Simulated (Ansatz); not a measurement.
Take a crystal in which K has been replaced by Li on all its sites, with the cell rescaled by a rough guess (in some cases also distorted within its space group) and nothing relaxed:

```xyz
2
Lattice="0.0000 2.6406 2.6406 2.6406 0.0000 2.6406 2.6406 2.6406 0.0000" Properties=species:S:1:pos:R:3 pbc="T T T"
Li    0.0000    0.0000    0.0000
Cl    2.6406    2.6406    2.6406
```

Method: DFT PBE, scalar-relativistic, plane waves, PAW (Ansatz).

Cutoff 420 eV; k points 8×8×8 on the computed 2-atom cell (Γ-centred); Gaussian smearing, width 0.02 eV; no spin polarisation.

Q: What pressure does the cell carry?

A: The pressure is -2.0 GPa (positive in compression), so the cell would contract.

Q: Is it a metal on this mesh?

A: No: the gap is 5.86 eV, the least direct gap 5.86 eV.

Q: What is its energy against the elements in their standard states?

A: -1.843 eV/atom at this unrelaxed geometry, with the elements in the same functional.